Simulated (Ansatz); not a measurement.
**simple cubic against fcc along the lanthanides**

Method: DFT, PBEsol, plane waves (420 eV) with PAW, scalar-relativistic (Ansatz 0.2.0). The PAW files were generated under PBE, with cores re-solved for the functional.

Each structure is relaxed within its symmetry, in the lowest magnetic state of the tried starts. Differences under about 8 meV lie within the error of the k-point mesh.

Semilocal functionals delocalise ytterbium's f shell and shrink the cell.

```
element  E(simple cubic) − E(fcc) (meV/atom)  V(simple cubic) (Å³/atom)  V(fcc) (Å³/atom)  state of simple cubic       state of fcc
     La                                  477                      33.45             34.00      spin not included  spin not included
     Yb                                  525                      34.32             32.57      spin not included       non-magnetic
     Lu                                    ?                          ?                 ?                      ?                  ?
```

(1) Fill in the row of Lu.

Answers

(1) E(simple cubic) − E(fcc) (meV/atom): 841; V(simple cubic) (Å³/atom): 30.58; V(fcc) (Å³/atom): 27.26; state of simple cubic: spin not included; state of fcc: spin not included.
